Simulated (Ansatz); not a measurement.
# Bi2Te2Se (R-3m) in Ansatz: band structure with PBEsol

Aim: the band structure of Bi2Te2Se with PBEsol.

Program: Ansatz 0.2.0. These are calculated values, not measurements. Logs are shortened: lines on timing, memory, paths and dates and some standing lists are left out, and cuts for length are marked.

**1. Starting point**

The structure is trigonal, space group R-3m (No. 166). The conventional cell has a = 4.322 Å, b = 4.322 Å, c = 31.757 Å, α = 90.00°, β = 90.00°, γ = 120.00°. Bi (site symmetry 3m) is surrounded by 3 Te at 3.05 Å and 3 Se at 3.11 Å. Te (site symmetry 3m) has 3 Bi at 3.05 Å as nearest neighbours. Around Se (site symmetry -3m) lie 6 Bi at 3.11 Å.

The cell is a database's computed one.

**2. Band structure, PBEsol**

Contents of input.yaml:

```yaml
crystal:
  lattice:
    - [2.1609687617, 1.2476358963, 10.5855712543]
    - [-2.1609687617, 1.2476358963, 10.5855712543]
    - [0.0, -2.4952717926, 10.5855712543]
  atoms:
    - { symbol: Bi, position: [0.39172124, 0.39172124, 0.39172124] }
    - { symbol: Bi, position: [0.60827876, 0.60827876, 0.60827876] }
    - { symbol: Te, position: [0.78040487, 0.78040487, 0.78040487] }
    - { symbol: Te, position: [0.21959513, 0.21959513, 0.21959513] }
    - { symbol: Se, position: [0.0, 0.0, 0.0] }
hamiltonian:
  xc: pbesol
  pseudopotentials: { kind: paw }
kpoints:
  mp_grid: { grid: [7, 7, 7] }
  band_path:
    path:
      - [[0.0, 0.0, 0.0], [0.5, 0.0, 0.0], [0.5, 0.1759276236, -0.1759276236]]
      - [[0.8240723764, 0.5, 0.1759276236], [0.5, 0.5, 0.5], [0.0, 0.0, 0.0], [0.3379638118, 0.0, -0.3379638118]]
      - [[0.6620361882, 0.3379638118, 0.0], [0.5, 0.5, 0.0], [0.6620361882, 0.6620361882, 0.1759276236], [0.5, 0.5, 0.5]]
      - [[0.5, 0.0, 0.0], [0.8240723764, 0.3379638118, 0.3379638118]]
    npoints: 14
scf:
  occupations: { method: fermi_dirac, width: 0.05 }
  n_extra_bands: 12
output:
  forces: true
  stress: true
  eigenvalues: true
  fatbands: true
  write_density: true
  write_potential: true
  elf: true
  volumetric_format: npy
```

Potentials or basis: Ansatz PAW.

The run is started by

```console
ansatz run input.yaml --threads 2 --pin off --max-ram 5632MiB --backend cpu --events-out ev --progress --plain --runs-dir out
```

The program printed:

```text
Warning: RAYON_NUM_THREADS=2 ignored (pool sized by the plan → 2); use --threads N
basis.fft_grid_basis auto: the FFT boxes are laid along the combinations [[1, -1, 0], [0, 1, 0], [0, -1, 1]] of the cell's own vectors, 4.322, 10.876 and 4.322 Å long. The dense box has 30×75×30 points. Along the cell's own vectors, as sized, it would have 75×75×75, 6.25 times as many. Of the 12 symmetry operations that the crystal satisfies within crystal.symmetry.tolerance (time reversal apart; of a slab, those that keep its plane) the dense box along the cell's own vectors carries 12, and the one as laid loses 8 of those. basis.fft_grid_basis: typed keeps the cell's own vectors: state it where this run's energies or levels are differenced outside the engine with another run's, or held beside a run that keeps those vectors. Those combinations have planes normal to reciprocal vector 3, as the cell's own vectors have. Each planar average written beside output.write_density, output.write_potential has a row for each plane of the box: 30. The volumetric files lie along those combinations, not along the cell's own vectors: a cube or XSF file states them, and fields.json those of NumPy files.
scf.n_extra_bands = 12 over 39 filled bands (N_el = 78.0): the run solves 51 bands
Engine: ansatz 0.2.0, aarch64-unknown-linux-gnu
Pseudopotentials: kind: paw
Pseudopotential: Bi, paw, valence charge 15, recommended cutoff 420 eV (normal), Bi.paw.azcp
Pseudopotential: Te, paw, valence charge 16, recommended cutoff 420 eV (normal), Te.paw.azcp
Pseudopotential: Se, paw, valence charge 16, recommended cutoff 420 eV (normal), Se.paw.azcp
Functional definition: PBEsol
  exchange = pbesol_x
  correlation = pbesol_c
Crystal: 5 atoms, lattice volume = 171.239 Å³
Basis set: ecut = 420 eV, 3335 PW (Γ), FFT grids on a1−a2, a2, −a2+a3, exchange–correlation on 60×150×60 points (8 copies of the dense FFT grid, shifted against one another)
Bands: 51, of which v1, the nominal top of the filled ones, is band 39 counted from 1 (38 counted from 0)
Symmetry: 12 space group operations
Space group: R-3m (ITA 166), of the structure as read, at distance tolerance 5.6e-5 Å
k-points: 44 of 343
Non-local potential: Bi, projectors of the file, l = 0: 2, l = 1: 2, l = 2: 2, l = 3: 2
Non-local potential: Te, projectors of the file, l = 0: 2, l = 1: 2, l = 2: 2, l = 3: 2
Non-local potential: Se, projectors of the file, l = 0: 2, l = 1: 2, l = 2: 3, l = 3: 1
PAW form: soft (Blöchl's): semilocal exchange-correlation on the pseudo side does not see the compensation charge
PAW frozen core: Bi, regenerated for the run's functional, and the local potential with it (the file was generated under x = pbe(κ = 0.804, μ = 0.2195149727645171), c = pbe(β = 0.06672455060314922))
PAW frozen core: Te, regenerated for the run's functional, and the local potential with it (the file was generated under x = pbe(κ = 0.804, μ = 0.2195149727645171), c = pbe(β = 0.06672455060314922))
PAW frozen core: Se, regenerated for the run's functional, and the local potential with it (the file was generated under x = pbe(κ = 0.804, μ = 0.2195149727645171), c = pbe(β = 0.06672455060314922))
PAW one-centre angular grid: Bi, 590 points (default); XC on 64 Gauss nodes
PAW one-centre angular grid: Te, 590 points (default); XC on 64 Gauss nodes
PAW one-centre angular grid: Se, 590 points (default); XC on 64 Gauss nodes
Initial density: superposition of atomic densities (neutral atoms: chi_scale 0, normalization atom), corrected by the library's trained network
Initial wavefunctions: pseudopotential atomic-orbital guess
Functional: x = pbesol(κ = 0.804, μ = 0.12345679012345678), c = pbesol(β = 0.046)
SCF iter   1: F=—  HF=-43712.633708 eV  |F-HF|=—  |Δ(HF+E_count)|=         —  Δρ=2.18e-3  dr2=2.06e-2  ethr=1.77e-3  ⟨swp⟩=8.2  Hψ=10013  notcnv=0  defer=59
preconditioner: auto → Resta (q_TF=auto, 2.393 Å⁻¹)  ε∞=3.3  [insulator: Δε(μ)=0.381 eV  Ē_g=9.987 eV  σ=0.050 eV  W_gap=0.95  n_scr=44 (ndim 8)  ℏωp=15.0 eV  f_vac=0.050  D(μ)=0.01/eV (n_scr^D=0)  ε∞_Penn≈3.3]
SCF iter   2: F=—  HF=-43712.626675 eV  |F-HF|=—  |Δ(HF+E_count)|=   7.03e-3  Δρ=1.04e-3  dr2=3.48e-3  ethr=2.65e-5  ⟨swp⟩=2.0  Hψ=3881  notcnv=0  defer=187
SCF iter   3: F=—  HF=-43712.626498 eV  |F-HF|=—  |Δ(HF+E_count)|=   1.77e-4  Δρ=5.77e-4  dr2=1.62e-3  ethr=4.46e-6  ⟨swp⟩=2.3  Hψ=2779  notcnv=0  defer=187
SCF iter   4: F=—  HF=-43712.626463 eV  |F-HF|=—  |Δ(HF+E_count)|=   3.53e-5  Δρ=2.38e-4  dr2=1.90e-4  ethr=2.08e-6  ⟨swp⟩=1.8  Hψ=2259  notcnv=0  defer=187
SCF iter   5: F=—  HF=-43712.626493 eV  |F-HF|=—  |Δ(HF+E_count)|=   2.99e-5  Δρ=1.04e-4  dr2=2.11e-5  ethr=2.43e-7  ⟨swp⟩=1.5  Hψ=2090  notcnv=0  defer=187
SCF iter   6: F=—  HF=-43712.626386 eV  |F-HF|=—  |Δ(HF+E_count)|=   1.07e-4  Δρ=1.74e-5  dr2=8.41e-7  ethr=2.70e-8  ⟨swp⟩=2.0  Hψ=2600  notcnv=0  defer=187
SCF iter   7: F=—  HF=-43712.626387 eV  |F-HF|=—  |Δ(HF+E_count)|=   9.23e-7  Δρ=6.86e-6  dr2=1.14e-7  ethr=1.08e-9  ⟨swp⟩=2.0  Hψ=3758  notcnv=0  defer=187
SCF iter   8: F=-43712.626387 eV  HF=-43712.626387 eV  |F-HF|=1.86e-8  |Δ(HF+E_count)|=   1.02e-7  Δρ=1.98e-6  dr2=1.33e-8  ethr=1.28e-10  ⟨swp⟩=17.1  Hψ=19490  notcnv=0
SCF 1 converged in 8 iterations: F = -43712.626387 eV  dr2 = 1.33e-8
NSCF: frozen V_eff on 130 k-points
SCF converged after 8 iterations
Free energy (F): -43712.626387 eV
Harris-Foulkes:  -43712.626387 eV  (|F-HF|=1.86e-8)
Internal energy: -43712.626277 eV  (E = F + TS)
E sigma→0 (E₀):  -43712.626332 eV
Entropy (-TS):   -0.000110 eV (-0.022 meV/atom)
Fermi energy:    8.047067 eV
--- Per-component energies (eV) ---
  E_band       = -1184.974281
  E_kinetic    = 1081.220293
  E_local      = -9053.763880  (includes V_loc(G=0)·N_el)
  E_nonlocal   = -81.592078
  E_hartree    = 4290.118890
  E_xc         = -650.470569
  E_vxc        = -594.144537  (∫ρ·V_xc dr)
  E_paw        = -32055.529257  (= ΣΔE_a)
  E_vpaw       = -1116.932604  (= ΣTr[D̂ρ^β])
  E_aug_tail   = -0.001872  (compensation charges beyond the density's cutoff)
  E_ewald      = -7244.545389
  E_core_change = 1.937585  (= ΣΔE_core)
  E_smearing   = -0.000110  (= −TS)
  E_closure    = 0.000000  (closes the sum)
  Σ components = -43712.626387   (vs F -43712.626387, Δ=0.00e0)
--- Forces (eV/Å), atoms counted from 1 ---
  atom   1  Bi     0.00000000     0.00000000    -0.04967641
  atom   2  Bi     0.00000000    -0.00000000     0.04967641
  atom   3  Te     0.00000000     0.00000000    -0.02976675
  atom   4  Te     0.00000000    -0.00000000     0.02976675
  atom   5  Se     0.00000000     0.00000000     0.00000000
  max |Σ_I F_I| component: 1.73e-17 eV/Å
--- Stress (GPa, compression-positive) ---
       -1.450370       0.000000       0.000000
        0.000000      -1.450370      -0.000000
        0.000000       0.000000      -1.487658
  P = ⅓ Tr σ = -1.4628 GPa (-14.628 kbar)
--- Band table (eV; the first three rows and the last of 44) ---
  k-point 0: bands = ["-39.2394", "-39.2366", "-39.2366", "-39.2230", "-39.2230", "-28.3376", "-28.3376", "-28.3372", "-28.3372", "-28.3315", "-28.3315", "-28.3312", "-28.3312", "-28.3285", "-28.3283", "-14.9350", "-14.9350", "-14.9326", "-14.9326", "-14.9234", "-14.9217", "-14.9205", "-14.9205", "-14.9163", "-14.9163", "-5.6924", "-4.5333", "-3.6814", "-0.8348", "-0.3926", "5.9979", "6.1202", "6.1202", "6.1415", "6.8197", "6.8197", "7.2221", "7.2221", "7.8242", "8.2307", "9.2049", "9.2049", "10.0049", "10.3792", "10.3792", "13.6221", "14.2661", "14.3405", "14.4191", "14.4191", "15.2393"]
  k-point 1: bands = ["-39.2394", "-39.2366", "-39.2366", "-39.2230", "-39.2229", "-28.3376", "-28.3374", "-28.3372", "-28.3369", "-28.3316", "-28.3315", "-28.3312", "-28.3311", "-28.3284", "-28.3282", "-14.9368", "-14.9339", "-14.9322", "-14.9299", "-14.9229", "-14.9217", "-14.9207", "-14.9196", "-14.9174", "-14.9161", "-5.5325", "-4.3672", "-3.5844", "-0.9350", "-0.5937", "5.0745", "5.3576", "5.7267", "5.8613", "6.6585", "6.8434", "7.0938", "7.1023", "7.3158", "9.1512", "9.6670", "9.7225", "10.0992", "10.5005", "10.8061", "13.0482", "13.6539", "14.6146", "14.6381", "14.7268", "15.2934"]
  k-point 2: bands = ["-39.2394", "-39.2366", "-39.2366", "-39.2230", "-39.2229", "-28.3376", "-28.3372", "-28.3370", "-28.3364", "-28.3317", "-28.3314", "-28.3314", "-28.3310", "-28.3280", "-28.3279", "-14.9422", "-14.9380", "-14.9278", "-14.9261", "-14.9252", "-14.9218", "-14.9188", "-14.9167", "-14.9149", "-14.9143", "-5.0888", "-3.9077", "-3.3535", "-1.3981", "-1.0593", "3.8623", "4.7836", "4.9813", "5.1684", "6.0723", "6.0943", "6.8930", "7.0837", "7.3931", "8.9628", "9.9246", "10.1385", "10.6972", "11.0958", "11.8995", "12.1921", "14.0304", "14.3286", "15.3282", "15.5604", "15.6074"]
  k-point 43: bands = ["-39.2394", "-39.2366", "-39.2366", "-39.2230", "-39.2229", "-28.3376", "-28.3374", "-28.3372", "-28.3369", "-28.3315", "-28.3315", "-28.3312", "-28.3311", "-28.3284", "-28.3282", "-14.9368", "-14.9340", "-14.9322", "-14.9299", "-14.9229", "-14.9217", "-14.9207", "-14.9196", "-14.9174", "-14.9161", "-5.5201", "-4.4492", "-3.4600", "-1.2050", "-0.3698", "5.0153", "5.6222", "5.7432", "5.8716", "6.2286", "6.5478", "7.2284", "7.2587", "7.6782", "8.8689", "9.5174", "9.7054", "10.2982", "10.6223", "10.8317", "13.1053", "13.8180", "14.1828", "14.6356", "14.7056", "15.0496"]
```

It took 43 s on 2 threads of Arm Neoverse V2, shared host; peak memory 0.91 GiB.

Results:

* Free energy: -43712.6264 eV
* Pressure: -1.5 GPa
* Largest force: 0.050 eV/Å
* Band gap on the k mesh: 0.41 eV, direct
* Band gap along the path: 0.41 eV, direct

Forces on the atoms (eV/Å):
```
Bi   0.000  0.000 -0.050
Bi   0.000  0.000  0.050
Te   0.000  0.000 -0.030
Te   0.000  0.000  0.030
Se   0.000  0.000  0.000
```

Levels at the corners of the path, in eV from the valence-band top:
```tsv
point	band 35	band 36	band 37	band 38	band 39	band 40	band 41	band 42	band 43	band 44
Γ	-1.00	-1.00	-0.60	-0.60	0.00	0.41	1.38	1.38	2.18	2.56
L	-2.49	-2.16	-1.60	-0.81	-0.53	1.06	2.00	2.86	3.10	3.79
B1	-2.66	-2.29	-1.46	-0.75	-0.55	1.58	2.32	2.89	3.49	4.19
B	-2.66	-2.29	-1.46	-0.75	-0.55	1.58	2.32	2.89	3.49	4.19
Z	-0.93	-0.93	-0.71	-0.71	-0.53	0.81	1.54	1.54	2.08	2.39
Γ	-1.00	-1.00	-0.60	-0.60	0.00	0.41	1.38	1.38	2.18	2.56
X	-2.50	-2.45	-1.43	-0.82	-0.54	1.59	2.56	2.62	3.70	3.98
Q	-2.50	-2.45	-1.43	-0.82	-0.54	1.59	2.56	2.62	3.70	3.98
F	-1.99	-1.78	-1.35	-1.04	-0.93	1.60	1.74	2.42	2.98	3.46
P1	-2.04	-2.04	-1.06	-1.06	-0.98	1.50	1.87	2.28	3.00	3.59
Z	-0.93	-0.93	-0.71	-0.71	-0.53	0.81	1.54	1.54	2.08	2.39
L	-2.49	-2.16	-1.60	-0.81	-0.53	1.06	2.00	2.86	3.10	3.79
P	-2.04	-2.04	-1.06	-1.06	-0.98	1.50	1.87	2.28	3.00	3.59
```

Caveat: spin-orbit coupling is left out, which as a rule narrows the gap of such compounds by several tenths of an eV; the PAW data sets come from PBE, with cores solved anew for the run's functional, which leaves a small shift of forces and pressure.
